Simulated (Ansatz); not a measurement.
# BaS: all-electron results

```
Ba S
1.0
     0.00000    3.19375    3.19375
     3.19375    0.00000    3.19375
     3.19375    3.19375    0.00000
Ba S
1 1
Direct
  0.00000 0.00000 0.00000
  0.50000 0.50000 0.50000
```

Atom numbers follow the list: Ba1, S2.

The cell is COD entry 9008600, as deposited and not checked against the literature; nothing was relaxed.

No spin–orbit coupling, which matters for the heavy atoms here.

Levels of theory: DFT, LDA, all-electron LAPW, scalar-relativistic (Ansatz 0.2.0); DFT, LDA, PAW with Ansatz's default frozen-core files, scalar-relativistic (Ansatz 0.2.0).

For LAPW: a Γ-centred 7×7×7 k mesh, Fermi–Dirac smearing of 0.01 eV, basis error target 0.25 meV/atom, no spin polarisation. PAW takes a cutoff of 420 eV at this cell (files made with PBE, cores remade for this functional). The Ansatz runs share mesh, smearing and spin set-up. Values come from LAPW unless marked.

```
Pressure at this cell                                                                                                  : -24.7 kbar
Band gap                                                                                                               : 2.01 eV, indirect from Γ to X (0.5, 0, 0.5)
Smallest direct gap on the path                                                                                        : 2.12 eV
Löwdin charges (with 0.30 e of the cell spilling out of the atomic basis, so their sizes and signs hang on that basis) : Ba1 1.59, S2 -1.29 e
Bader charges (from the PAW run)                                                                                       : Ba1 +1.38, S2 -1.38 e
Volume per atom                                                                                                        : 32.58 Å³
```
